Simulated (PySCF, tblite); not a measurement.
Computed geometry: GFN2-xTB, gas phase. One conformer each, none proved a minimum here. Atom numbers follow the mapped SMILES.

Problem. Order the C–N distances, shortest first.
A. N1–C2 in `[NH2:1][c:2]1[cH:3][cH:4][cH:5][cH:6][cH:7]1`
B. N4–C5 in `[NH2:1][Si@@H:2]([SiH3:3])[N:4]1[CH2:5][CH2:6][C@H:7]([F:8])[CH2:9]1` with H–N1–Si2–Si3 54° and -171°, N1–Si2–N4–C5 -56°, Si2–N4–C5–C6 -97°, N4–C5–C6–C7 -24°, C5–C6–C7–F8 118°, C6–C7–C9–N4 24°
C. C6–N7 in `[CH2:1]=[CH:2][CH2:3]/[CH:4]=[CH:5]\[C:6]#[N:7]` with C1–C2–C3–C4 113°, C2–C3–C4–C5 116°
D. C12–N13 in `[F:1][C:2]([F:3])([F:4])[c:5]1[c:6]2[cH:7][cH:8][cH:9][cH:10][c:11]2[c:12](-[n:13]2[cH:14][cH:15][cH:16][cH:17]2)[c:18]2[cH:19][cH:20][cH:21][cH:22][c:23]12` with C11–C12–N13–C14 61°
E. C6–N7 in `[CH3:1][c:2]1[cH:3][cH:4][cH:5][cH:6][n:7]1`

Solution. C (1.147 Å), E (1.322 Å), A (1.382 Å), D (1.402 Å), B (1.445 Å).

- 1.147 Å: drawn triple, nitrile carbon to nitrile nitrogen
- 1.322 Å: aromatic, aromatic CH next to a ring nitrogen to pyridine-type nitrogen, in a 6-membered ring
- 1.382 Å: drawn single, aniline-type nitrogen to aromatic carbon bearing nitrogen
- 1.402 Å: drawn single, aromatic carbon bearing nitrogen to pyrrole-type nitrogen
- 1.445 Å: drawn single, silicon-bound nitrogen to sp3 carbon bound to nitrogen, in a 5-membered ring

Problem. Rank these C–F bonds from shortest to longest.
A. C5–F6 in `[CH3:1][SiH2:2][O:3]/[CH:4]=[CH:5]/[F:6]` with C1–Si2–O3–C4 180°, Si2–O3–C4–C5 180°
B. C7–F8 in `[NH2:1][Si@@H:2]([SiH3:3])[N:4]1[CH2:5][CH2:6][C@H:7]([F:8])[CH2:9]1` with H–N1–Si2–Si3 54° and -171°, N1–Si2–N4–C5 -56°, Si2–N4–C5–C6 -97°, N4–C5–C6–C7 -24°, C5–C6–C7–F8 118°, C6–C7–C9–N4 24°
C. C4–F5 in `[CH2:1]=[CH:2][CH2:3][C@:4]1([F:5])[CH2:6][S:7]1` with C1–C2–C3–C4 118°, C2–C3–C4–F5 70°

Solution. A (1.346 Å), C (1.362 Å), B (1.384 Å).

- 1.346 Å: drawn single, vinylic C–F carbon to vinyl fluorine
- 1.362 Å: drawn single, sp3 C–F carbon to alkyl fluorine
- 1.384 Å: drawn single, sp3 C–F carbon to alkyl fluorine

Problem. Order the C–C distances, shortest first.
A. C3–C4 in `[CH2:1]=[CH:2][CH2:3][C@:4]1([F:5])[CH2:6][S:7]1` with C1–C2–C3–C4 118°, C2–C3–C4–F5 70°
B. C4–C5 in `[CH2:1]=[CH:2][N:3]([CH2:4][CH3:5])[Si@@:6]([NH2:7])([F:8])[SiH3:9]` with C1–C2–N3–C4 3°, C2–N3–C4–C5 -84°, C2–N3–Si6–N7 54°, N3–Si6–N7–H 40° and -171°
C. C16–C17 in `[F:1][C:2]([F:3])([F:4])[c:5]1[c:6]2[cH:7][cH:8][cH:9][cH:10][c:11]2[c:12](-[n:13]2[cH:14][cH:15][cH:16][cH:17]2)[c:18]2[cH:19][cH:20][cH:21][cH:22][c:23]12` with C11–C12–N13–C14 61°
D. C2–C3 in `[CH3:1][c:2]1[cH:3][cH:4][cH:5][cH:6][n:7]1`
E. C2–C3 in `[CH2:1]=[CH:2][CH2:3][O:4][SiH2:5][F:6]` with C1–C2–C3–O4 1°, C2–C3–O4–Si5 -148°, C3–O4–Si5–F6 54°
F. C4–C5 in `[CH3:1][SiH2:2][O:3]/[CH:4]=[CH:5]/[F:6]` with C1–Si2–O3–C4 180°, Si2–O3–C4–C5 180°
G. C5–C6 in `[NH2:1][Si@@H:2]([SiH3:3])[N:4]1[CH2:5][CH2:6][C@H:7]([F:8])[CH2:9]1` with H–N1–Si2–Si3 54° and -171°, N1–Si2–N4–C5 -56°, Si2–N4–C5–C6 -97°, N4–C5–C6–C7 -24°, C5–C6–C7–F8 118°, C6–C7–C9–N4 24°

Solution. F (1.324 Å), C (1.365 Å), D (1.394 Å), E (1.500 Å), A (1.511 Å), B (1.526 Å), G (1.541 Å).

- 1.324 Å: drawn double, vinylic carbon bearing oxygen to vinylic C–F carbon
- 1.365 Å: aromatic, aromatic CH carbon to aromatic CH next to a ring nitrogen, in a 5-membered ring
- 1.394 Å: aromatic, substituted aromatic carbon to aromatic CH carbon, in a 6-membered ring
- 1.500 Å: drawn single, alkene CH carbon to sp3 carbon bound to oxygen
- 1.511 Å: drawn single, allylic carbon to sp3 C–F carbon
- 1.526 Å: drawn single, sp3 carbon bound to nitrogen to methyl carbon
- 1.541 Å: drawn single, sp3 carbon bound to nitrogen to ring CH2 carbon, in a 5-membered ring

Problem. Order these C–C–N angles, narrowest first.
A. N4–C9–C7 in `[NH2:1][Si@@H:2]([SiH3:3])[N:4]1[CH2:5][CH2:6][C@H:7]([F:8])[CH2:9]1` with H–N1–Si2–Si3 54° and -171°, N1–Si2–N4–C5 -56°, Si2–N4–C5–C6 -97°, N4–C5–C6–C7 -24°, C5–C6–C7–F8 118°, C6–C7–C9–N4 24°
B. N1–C2–C3 in `[NH2:1][c:2]1[cH:3][cH:4][cH:5][cH:6][cH:7]1`
C. C5–C6–N7 in `[CH3:1][c:2]1[cH:3][cH:4][cH:5][cH:6][n:7]1`
D. C1–C2–N3 in `[CH2:1]=[CH:2][N:3]([CH2:4][CH3:5])[Si@@:6]([NH2:7])([F:8])[SiH3:9]` with C1–C2–N3–C4 3°, C2–N3–C4–C5 -84°, C2–N3–Si6–N7 54°, N3–Si6–N7–H 40° and -171°
E. C5–C6–N7 in `[CH2:1]=[CH:2][CH2:3]/[CH:4]=[CH:5]\[C:6]#[N:7]` with C1–C2–C3–C4 113°, C2–C3–C4–C5 116°
F. N13–C14–C15 in `[F:1][C:2]([F:3])([F:4])[c:5]1[c:6]2[cH:7][cH:8][cH:9][cH:10][c:11]2[c:12](-[n:13]2[cH:14][cH:15][cH:16][cH:17]2)[c:18]2[cH:19][cH:20][cH:21][cH:22][c:23]12` with C11–C12–N13–C14 61°

Solution. A (105.5°), F (108.6°), B (120.6°), C (123.5°), D (128.4°), E (179.1°).
